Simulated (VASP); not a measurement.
A run of VASP 6.6.1 is set up as follows.

INCAR

```
PREC = Accurate ; ENCUT = 520
EDIFF = 1E-7 ; ISMEAR = -1
SIGMA = 0.1 ; LREAL = False
LASPH = True ; NELM = 100
ALGO = Normal ; ISIF = 2
LWAVE = False ; LCHARG = False
GGA = RE ; NBANDS = 34
```

The input KPOINTS:

```
Automatic mesh
0
Gamma
  13 13 4
```

Contents of POSCAR:

```
Ga
1.0
    3.0604138064      0.0000000000      0.0000000000
   -1.5302069032      2.6503961024      0.0000000000
    0.0000000000      0.0000000000      9.9938377182
Ga
4
Direct
    1.0000000000      1.0000000000      0.0000000000
    0.0000000000      0.0000000000      0.5000000000
    0.3333333333      0.6666666667      0.2500000000
    0.6666666667      0.3333333333      0.7500000000
```

Potentials or basis: VASP PAW PBE potentials, release 64 (Ga_d).

Launch:

```console
$ cat potpaw_PBE.64/Ga_d/POTCAR > POTCAR
$ mpirun -np 1 vasp_std > vasp.out
```

**Question.** What does it give for the band gap on the k mesh?

**Answer.** None (metal or under the smearing width).

**Question.** Estimate the pressure.

**Answer.** -1.5 GPa.

Stress tensor (GPa, compression positive):
```
-1.54  0.00  0.00
 0.00 -1.54  0.00
 0.00  0.00 -1.35
```

Caveat: the PAW data sets were made with another functional, which shifts forces and pressure a little.
